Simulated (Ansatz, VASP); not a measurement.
**One calculation of Zr, two programs**

INCAR

```
SYSTEM = Zr
ALGO = Normal
EDIFF = 1E-6
EDIFFG = -0.01
ENCUT = 600
GGA = PE
IBRION = 2
ISIF = 3
ISMEAR = -1
IVDW = 12
LASPH = .True.
LCHARG = .False.
LREAL = .False.
LWAVE = .False.
NELM = 100
NSW = 60
PREC = Accurate
SIGMA = 0.05
```

The input KPOINTS:

```
k-points
0
Gamma
  9 9 5
  0 0 0
```

POSCAR

```
Zr
1.0
    3.2320000000      0.0000000000      0.0000000000
   -1.6160000000      2.7989941050      0.0000000000
    0.0000000000      0.0000000000      5.1470000000
Zr
2
Direct
    0.6666666667      0.3333333333      0.7500000000
    0.3333333333      0.6666666667      0.2500000000
```

Contents of input.yaml:

```yaml
crystal:
  lattice:
    - [3.232, 0.0, 0.0]
    - [-1.616, 2.798994105, 0.0]
    - [0.0, 0.0, 5.147]
  atoms:
    - { symbol: Zr, position: [0.6666666667, 0.3333333333, 0.75] }
    - { symbol: Zr, position: [0.3333333333, 0.6666666667, 0.25] }
hamiltonian:
  xc: pbe
  pseudopotentials: { kind: paw }
  dispersion: d3bj
kpoints:
  mp_grid: { grid: [9, 9, 5] }
scf:
  occupations: { method: fermi_dirac, width: 0.05 }
output:
  forces: true
  stress: true
relax:
  f_tol: 0.01
  max_steps: 40
  cell: { stress_tol: 0.05 }
```

Alike in both runs: task relaxation of cell and atoms; functional PBE; dispersion D3(BJ); k mesh 9 × 9 × 5; occupations fermi-dirac, width 0.05 eV; no spin polarisation.

|  | VASP | Ansatz |
| --- | --- | --- |
| version | VASP 6.6.1 | Ansatz 0.2.0 |
| potentials or method | VASP PAW PBE potentials, release 64 (Zr_sv) | Ansatz PAW |
| plane-wave cutoff (eV) | 600 | 420 |
| valence electrons in the cell | 24 | 24 |

|  | VASP | Ansatz | Ansatz less VASP |
| --- | --- | --- | --- |
| relaxed volume (Å³/atom) | 22.45 | 22.45 | +0.004 |
| relaxed cell length with the largest relative difference (Å) | 3.181 | 3.181 | +0.0003 |
| energy change over the relaxation (meV/atom) | -9 | -9 | -0.2 |

Caveats: pairwise dispersion overbinds metals, which lowers pressure and volume (VASP); the plane-wave basis is chosen anew once the cell has moved, so the energies of steps on either side of that aren't comparable (Ansatz).
